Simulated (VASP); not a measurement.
# TiAl3 under changes of volume

One of the cells (15.947 Å³/atom); the others are scaled copies at fixed shape and fractional positions:

```
CELL_PARAMETERS angstrom
-1.92376 1.92376 4.30902
1.92376 -1.92376 4.30902
1.92376 1.92376 -4.30902
ATOMIC_POSITIONS crystal
Ti 0.00000 0.00000 0.00000
Al 0.25000 0.75000 0.50000
Al 0.75000 0.25000 0.50000
Al 0.50000 0.50000 0.00000
```

The cell comes from a database or a generator and needn't be the stable form of this composition.

- Program: VASP 6.6.1
- Functional: PBEsol
- Potentials or basis: VASP PAW PBE potentials, release 64 (Ti_sv, Al)
- Cutoff: 520 eV
- k mesh: 10 × 10 × 10
- Occupations: fermi-dirac, width 0.05 eV
- Spin: no spin polarisation

```csv
volume (Å³/atom),energy over the lowest point (meV/atom),pressure (GPa)
14.696,17.73,7.3
15.009,6.24,4.5
15.322,0.00,1.9
15.947,?,?
16.260,8.02,-4.4
16.572,18.22,-6.1
```

Question: What does the run at 15.947 Å³/atom give?

Answer: Energy over the lowest point 1.33 meV/atom; pressure -2.5 GPa.

Worked out: A Birch-Murnaghan fit of order 3 (a polynomial in V^(-2/3)) to the other rows has its minimum at 15.58 Å³/atom with B0 = V·E''(V) = 111 GPa and B' = 3.9 at fixed shape and positions, which overstates the stiffness. It gives 1.32 meV/atom at 15.947 Å³/atom, against the run's 1.33, and -dE/dV = -2.5 GPa, against -2.5.

Energies are extrapolated to zero smearing.

Caveats: the PAW data sets were made with another functional, which shifts forces and pressure a little.
